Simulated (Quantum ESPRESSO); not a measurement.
## Lu under changes of volume

One of the cells (29.847 Å³/atom); the others are scaled copies at fixed shape and fractional positions:

```xyz
1
Lattice="-1.9541 1.9541 1.9541 1.9541 -1.9541 1.9541 1.9541 1.9541 -1.9541" Properties=species:S:1:pos:R:3 pbc="T T T"
Lu    0.0000    0.0000    0.0000
```

This isn't the form of Lu at room conditions, which is hcp.

| Item | Value |
| --- | --- |
| Program | Quantum ESPRESSO 7.5 |
| Functional | PBE |
| Potentials or basis | SSSP 1.3 efficiency PBE |
| Cutoff | 748 eV |
| Density cutoff | 5987 eV |
| k mesh | 10 × 10 × 10 |
| Occupations | fermi-dirac, width 0.05 eV |
| Spin | no spin polarisation |

```csv
volume (Å³/atom),energy over the lowest point (meV/atom),pressure (GPa)
28.056,11.08,2.4
28.653,3.61,1.4
29.250,0.05,0.4
29.847,0.00,-0.5
30.444,3.18,-1.3
31.041,?,?
31.638,17.99,-2.8
```

Problem. What does the run at 31.041 Å³/atom give?

Solution. Energy over the lowest point 9.23 meV/atom; pressure -2.1 GPa.

Worked out: A Birch-Murnaghan fit of order 3 (a polynomial in V^(-2/3)) to the other rows has its minimum at 29.55 Å³/atom with B0 = V·E''(V) = 45 GPa and B' = 3.8. It gives 9.26 meV/atom at 31.041 Å³/atom, against the run's 9.23, and -dE/dV = -2.0 GPa, against -2.1.

Energies are extrapolated to zero smearing.
